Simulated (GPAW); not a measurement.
## CoO in GPAW: convergence with site radius over half the shortest distance

Crystal: CoO.

```
Co O
1.0
     1.50547    0.86918    2.43993
    -1.50547    0.86918    2.43993
     0.00000   -1.73837    2.43993
Co O
1 1
Cartesian
  0.0000 0.0000 0.0000
  0.0000 0.0000 3.6599
```

The cell is a database's computed one.

- Program: GPAW 26.7.0
- Task: magnons
- Functional: LDA
- Potentials or basis: the program's PAW data sets (release 1.2.1) made for this functional
- Cutoff: 600 eV
- Basis: pw
- k mesh: 9 × 9 × 9
- Occupations: fermi-dirac, width 0.05 eV
- Spin: collinear spin, ferromagnetic start
- Starting moments: [3.0, 0.0] μB

These are the settings of the first run; the series varies site radius over half the shortest distance, with any setting tied to it.

Hardware: 1 thread of Arm Neoverse V2, with other jobs on the host.

| site radius over half the shortest distance | energy less the tightest run, at zero smearing (meV/atom) | SCF cycles | CPU time (s) | peak memory (GiB) |
| --- | --- | --- | --- | --- |
| 0.6 | 0.00 | 10 | 180 | 0.4 |
| 0.7 | 0.00 | 10 | 180 | 0.4 |
| 0.8 | 0.00 | 10 | 180 | 0.4 |
| 0.9 | 0.00 | 10 | 180 | 0.4 |
| 1 | 0.00 | 10 | 180 | 0.4 |
| 1.1 | 0.00 | 10 | 180 | 0.4 |

Against the tightest run, the energy stays within 1 meV/atom from 0.6 on. The tightest run that finished is the yardstick and may itself not be fully converged.

Caveat, for the tightest run too: the number of bands moves the energies at small q by some ten meV; the exchange constants hang on this mesh and on the site radius; magnon energies are noisy on this mesh; a cell with one magnetic atom can't hold antiferromagnetic order, which such compounds often take.
